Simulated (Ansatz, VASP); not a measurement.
**CaO: VASP beside Ansatz**

```
Ca O
1.0
     0.00000    2.48574    2.41227
     2.48574    0.00000    2.41227
     2.48574    2.48574    0.00000
Ca O
1 1
Cartesian
  0.0000 0.0000 0.0000
  2.4857 2.4857 2.4123
```

Change from the starting cell: strain +0.015 along x and y, -0.015 along z, atoms carried along.

Alike in both runs: task single point; functional LDA; k mesh 8 × 8 × 8; occupations gaussian, width 0.05 eV; no spin polarisation.

|  | VASP | Ansatz |
| --- | --- | --- |
| version | VASP 6.6.1 | Ansatz 0.2.0 |
| potentials or method | VASP PAW LDA potentials, release 64 (Ca_sv, O) | scalar-relativistic, plane waves, PAW |
| plane-wave cutoff (eV) | 520 | 420 |
| valence electrons in the cell | 16 | 16 |

Ansatz gave:

- gap on the k mesh at the Fermi level (eV): 3.41
- least direct gap on the mesh (eV): 3.88
- pressure (GPa): -12.7
- largest component of the traceless stress (GPa): 1.77

Problem. What did VASP give for the same quantities?

Solution. gap on the k mesh at the Fermi level (eV): 3.38; least direct gap on the mesh (eV): 3.86; pressure (GPa): -12.1; largest component of the traceless stress (GPa): 1.90.

A k mesh can miss the band edges.
